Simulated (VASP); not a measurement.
Here is a VASP 6.6.1 calculation.

Contents of INCAR:

```
PREC = Accurate ; ENCUT = 520
EDIFF = 1E-6 ; ISMEAR = 1
SIGMA = 0.1 ; LREAL = F
LASPH = T ; NELM = 80
ALGO = Normal ; ISIF = 2
LWAVE = F ; LCHARG = F
GGA = PE ; ICORELEVEL = 1
```

The input KPOINTS:

```
regular mesh
0
Gamma
  15 15 23
```

POSCAR

```
Pt
1.0
    2.8050756300      0.0000000000      0.0000000000
   -1.4025378200      2.4292667600      0.0000000000
    1.4025378200      0.8097555900      2.2903346600
Pt
1
Direct
    0.0000000000      0.0000000000      0.0000000000
```

Potentials or basis: VASP PAW PBE potentials, release 64 (Pt).

Run with:

```console
$ cat potpaw_PBE.64/Pt/POTCAR > POTCAR
$ mpirun -np 1 vasp_std > vasp.out
```

Question: Predict the band gap on the k mesh.

Answer: None (metal or under the smearing width).

Question: What does it give for the pressure?

Answer: 0.0 GPa.

Core levels (eV, on the scale of the bands):
| atom | levels |
| --- | --- |
| 1 Pt | 1s -78387.7, 2s -13757.3, 2p -11917.6, 3s -3221.2, 3p -2685.7, 3d -2106.1, 4s -681.5, 4p -506.0, 4d -293.0, 4f -56.4, 5s -87.9, 5p -42.0 |

The run has no spin-orbit coupling, so splittings on Pt are missing.
